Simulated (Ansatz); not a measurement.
**BP: how the settings move a single-point run**

Question: which choices in the input matter for BP? The cell is built on a prototype (rocksalt) and needn't be the phase found in nature.

Program: Ansatz 0.2.0. Level of theory: reference: DFT, HSE06, plane waves, PAW. These are calculated values, not measurements.

5 further runs of the same task are left out: 5 that didn't finish.

## (1) Starting point

Symmetry: Fm-3m, No. 225, cubic system. Conventional cell: a = 4.311 Å, b = 4.311 Å, c = 4.311 Å, α = 90.00°, β = 90.00°, γ = 90.00°. B (site symmetry m-3m) has 6 P at 2.16 Å as nearest neighbours. P (site symmetry m-3m) has 6 B at 2.16 Å as nearest neighbours.

Structure file:

```xyz
2
Lattice="0.0000 2.1554 2.1554 2.1554 0.0000 2.1554 2.1554 2.1554 0.0000" Properties=species:S:1:pos:R:3 pbc="T T T"
B     0.0000    0.0000    0.0000
P     2.1554    2.1554    2.1554
```

## (2) Reference

input.yaml

```yaml
crystal:
  lattice:
    - [0.0, 2.1554244777, 2.1554244777]
    - [2.1554244777, 0.0, 2.1554244777]
    - [2.1554244777, 2.1554244777, 0.0]
  atoms:
    - { symbol: B, position: [0.0, 0.0, 0.0] }
    - { symbol: P, position: [0.5, 0.5, 0.5] }
kpoints:
  mp_grid: { grid: [4, 4, 4] }
hamiltonian:
  xc: hse06
scf:
  occupations: { method: fermi_dirac, width: 0.02 }
  n_extra_bands: 4
output:
  forces: true
  stress: true
  eigenvalues: true
```

The run is started by

```sh
ansatz run input.yaml --threads 4 --pin off --max-ram 3686MiB --backend cpu --events-out ev --progress --plain --runs-dir out
```

## (3) Changing settings: mp_grid.grid [5, 5, 5]

Changes to input.yaml since step 2:

```diff
@@ -9,3 +9,3 @@
 kpoints:
-  mp_grid: { grid: [4, 4, 4] }
+  mp_grid: { grid: [5, 5, 5] }
 hamiltonian:
```

What does the calculation give? Wanted: for each run, ending; energy change; pressure; gap; force.

As calculated:

| run | ending | energy change | pressure (GPa) | gap (eV) | force (eV/Å) | cycles | time |
| --- | --- | --- | --- | --- | --- | --- | --- |
| reference | converged | 0 | -2.9 | 0.00 | 0.00 | 19 | 2.7 s |
| 1: mp_grid.grid [5, 5, 5] | converged | -200.0 meV/atom | 1.1 | 0.00 | 0.00 | 35 | 9.2 s |

Residual by cycle in the longest SCF loop of each run; runs are numbered as in the table. The quantity is the density residual dr2, in eV.

| cycle | reference | run 1 |
| --- | --- | --- |
| 1 | 0.00205 | 0.00466 |
| 2 | 1.8e-4 | 0.0011 |
| 3 | 2.1e-5 | 6.4e-4 |
| 4 | 2.4e-7 | 1.1e-4 |
| 5 | 4.1e-8 | 6.9e-5 |
| 6 | 8.1e-10 | 6.1e-5 |
| 7 | - | 7.4e-5 |
| 8 | - | 8.0e-5 |
| 9 | - | 6.8e-5 |
| 10 | - | 2.5e-5 |
| 11 | - | 3.1e-6 |

**Reading.** Changing the k-point mesh moves the energy by -200.0 meV/atom, and the pressure goes from -2.9 to 1.1 GPa. The energy is not variational in the mesh, so the sign tells nothing. Cost: 35 SCF cycles against 19, 9.2 s against 2.7 s.
